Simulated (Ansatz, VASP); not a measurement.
**One calculation of Pt, two programs**

File INCAR:

```
  PREC = Accurate
  ENCUT = 520
  EDIFF = 1E-6
  ISMEAR = 0
  SIGMA = 0.15
  LREAL = False
  LASPH = True
  NELM = 100
  ALGO = Fast
  ISIF = 2
  LWAVE = False
  LCHARG = False
  GGA = PS
  NBANDS = 17
```

KPOINTS

```
regular mesh
0
Gamma
  18 18 10
```

File POSCAR:

```
Pt
1.0
    2.6502389911      0.0000000000      0.0000000000
   -1.3251194956      2.2951742924      0.0000000000
    0.0000000000      0.0000000000      4.9838193600
Pt
2
Direct
    0.6666666667      0.3333333333      0.7500000000
    0.3333333333      0.6666666667      0.2500000000
```

Input for Ansatz:

```yaml
crystal:
  lattice:
    - [2.6502389911, 0.0, 0.0]
    - [-1.3251194956, 2.2951742924, 0.0]
    - [0.0, 0.0, 4.98381936]
  atoms:
    - { symbol: Pt, position: [0.6666666667, 0.3333333333, 0.75] }
    - { symbol: Pt, position: [0.3333333333, 0.6666666667, 0.25] }
basis:
  ecutwfc: 420
kpoints:
  mp_grid: { grid: [18, 18, 10] }
hamiltonian:
  xc: pbesol
scf:
  occupations: { method: gaussian, width: 0.15 }
output:
  forces: true
  stress: true
  eigenvalues: true
```

Change from the starting cell: strain -0.040 along x and y, +0.040 along z, atoms carried along.

Alike in both runs: task single point; functional PBEsol; k mesh 18 × 18 × 10; occupations gaussian, width 0.15 eV; no spin polarisation.

```csv
,VASP,Ansatz
version,VASP 6.6.1,Ansatz 0.2.0
potentials or method,"VASP PAW PBE potentials, release 64 (Pt)","scalar-relativistic, plane waves, PAW"
plane-wave cutoff (eV),520,420
valence electrons in the cell,20,36
```

VASP gave:

| Property | Result |
| --- | --- |
| gap on the k mesh at the Fermi level (eV) | none |
| pressure (GPa) | 4.2 |
| largest component of the traceless stress (GPa) | 15.37 |

Estimate Ansatz's values.

gap on the k mesh at the Fermi level (eV): none; pressure (GPa): 4.6; largest component of the traceless stress (GPa): 15.34.

A gap of «none» marks a metal or a gap that the smearing closes. The functional is the same, so the differences come from potentials, cutoffs and numerics. The two sets of potentials don't hold the same shells in valence.

Caveats: the PAW data sets were made with another functional, which shifts forces and pressure a little (VASP). Spin-orbit coupling is left out, which matters for the levels of Pt.
